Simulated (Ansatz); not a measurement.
A (110) slab of Ta (Im-3m (No. 229)), 5 planes, outer planes Ta (top) and Ta (bottom), with 5 atoms (Ta5) in a surface cell of A = 7.788 Å², as cut from the bulk:

```
Ta
1.0
     2.87416    0.00000    0.00000
    -0.95805    2.70978    0.00000
     0.00000    0.00000   24.38695
Ta
5
Direct
  0.50000 0.50000 0.30754
  0.00000 0.00000 0.40377
  0.50000 0.50000 0.50000
  0.00000 0.00000 0.59623
  0.50000 0.50000 0.69246
```

These are results of DFT PBE, scalar-relativistic, plane waves, PAW (Ansatz), not measurements. Settings: cutoff 420 eV, Γ-centred mesh 13×13×1 on the computed 5-atom cell, Gaussian smearing of 0.10 eV; no spin polarisation.

Against the same 5 atoms in the bulk, the slab as cut lies 2.367 eV higher and the relaxed slab 2.309 eV higher.

(1) Work out the surface energy before and after relaxation.

(2) What is the ideal work of this cut, per area?

Answers

(1) The slab has two faces, so γ = (E_slab − N·E_bulk)/(2A), the mean of both. As cut: 2.367/(2 × 7.788) = 0.1520 eV/Å², and 1 eV/Å² = 16.02 J/m², so γ = 2.43 J/m². Relaxed: 2.309/(2 × 7.788) = 0.1482 eV/Å² = 2.37 J/m². Relaxation recovers 2 % of the cost of cutting.

(2) Griffith's ideal work is 2γ: 4.87 J/m² if the new faces stay rigid, 4.75 J/m² if they relax. One thickness was run, 5 planes, so γ can still shift with it.

Cutting tantalum along (110) is costly mainly because it severs strong metallic d bonds. As a group 5 metal, Ta fills mostly the bonding part of its d band, which gives the bulk high cohesion and leaves the surface atoms with a substantial loss of band energy. The loss is moderated by the geometry: (110) is the densest bcc plane, so each surface atom keeps most of its nearest neighbours.

This also explains why relaxation lowers γ only from 2.43 to 2.37 J/m². A smooth, closely packed face has little to gain from moving its atoms, and the remaining gain probably comes from a slight inward shift of the outer planes as their back bonds strengthen. The cost is therefore overwhelmingly electronic and bond-breaking in origin, with little of it recoverable by elastic adjustment.

The 4.75 J/m² is the reversible work of separation into relaxed faces, not the toughness of real tantalum, where dislocation motion ahead of a crack can dissipate far more energy.
